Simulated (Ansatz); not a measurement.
Crystal: MnO$_{2}$, fluorite type, 3 atoms in the cell.

Method: r²SCAN, plane waves, PAW datasets (earlier set, tuned by hand) in Ansatz 0.2.0 development build.

Cutoff 1050 eV; k-mesh 13×13×13 Γ-centred; Fermi–Dirac smearing of 0.1 eV; no spin polarisation.

Question: What equilibrium volume, lattice constant and bulk modulus does this give?

Answer: V₀ = 8.005 Å³/atom (a₀ = 4.580 Å), B₀ = 309 GPa, B₀′ = 4.43. The points behind the fit:

```tsv
V (Å³/atom)	a (Å)	E − E(min) (meV/atom)	P (GPa)
7.559	4.4932	26.31	20.10
7.806	4.5415	4.76	8.25
8.052	4.5888	0.00	-1.78
8.299	4.6351	9.46	-10.27
8.545	4.6806	30.94	-17.45
```

The stress includes the program's correction for the finite plane-wave basis.

This cubic structure is a model: it isn't the usual form of the substance at ambient conditions, and such phases are metastable or hypothetical. Spin polarisation is left out, and a magnetic state may lie lower.
